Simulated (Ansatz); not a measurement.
# SnO: the cost of one run

Computed with Ansatz 0.2.0 (DFT, PBE, plane-wave PAW, default files, scalar-relativistic, unless a step's input says otherwise).

1 further run of the same task is left out (it didn't finish).

## (1) The structure to begin with

Symmetry: Cmc2_1, No. 36, orthorhombic system. Conventional cell: a = 5.000 Å, b = 5.720 Å, c = 11.120 Å, α = 90.00°, β = 90.00°, γ = 90.00°. Sn (site symmetry m) is surrounded by 2 O at 2.15 Å. Sn (site symmetry m) has 2 O at 1.99 Å as nearest neighbours. O (site symmetry 1) has 1 O at 1.80 Å and 2 Sn at 1.99 to 2.15 Å as nearest neighbours.

As a file:

```xyz
8
Lattice="2.5000 -2.8600 0.0000 2.5000 2.8600 0.0000 0.0000 0.0000 11.1200" Properties=species:S:1:pos:R:3 pbc="T T T"
Sn    0.0000    0.0000    0.0000
Sn    0.0000    0.0000    5.5600
Sn    2.5000   -0.3375    2.8245
Sn    2.5000    0.3375    8.3845
O     3.4000   -1.4300    4.2256
O     1.6000    1.4300    9.7856
O     1.6000   -1.4300    4.2256
O     3.4000    1.4300    9.7856
```

## (2) First run, atoms as given

Contents of input.yaml:

```yaml
crystal:
  lattice:
    - [2.5, -2.86, 0.0]
    - [2.5, 2.86, 0.0]
    - [0.0, 0.0, 11.12]
  atoms:
    - { symbol: Sn, position: [0.0, 0.0, 0.0] }
    - { symbol: Sn, position: [0.0, 0.0, 0.5] }
    - { symbol: Sn, position: [0.559, 0.441, 0.254] }
    - { symbol: Sn, position: [0.441, 0.559, 0.754] }
    - { symbol: O, position: [0.93, 0.43, 0.38] }
    - { symbol: O, position: [0.07, 0.57, 0.88] }
    - { symbol: O, position: [0.57, 0.07, 0.38] }
    - { symbol: O, position: [0.43, 0.93, 0.88] }
kpoints:
  mp_grid: { grid: [8, 8, 3] }
scf:
  occupations: { method: fermi_dirac, width: 0.02 }
hamiltonian:
  xc: pbe
  pseudopotentials: { kind: paw }
output:
  forces: true
  stress: true
  populations: true
  efg:
    quadrupole_moments_barn: { Sn: -0.132, O: -0.02558 }
    contact_densities: true
```

Started as:

```bash
> ansatz run input.yaml --threads 1 --pin off --max-ram 3072MiB --backend cpu --events-out ev --progress --plain --runs-dir out
```

**Question.** How long does this run take on 1 thread of Intel Xeon 6975P-C (Granite Rapids), shared host, and how much memory does it need?

About 20 s, with a peak of 0.53 GiB.
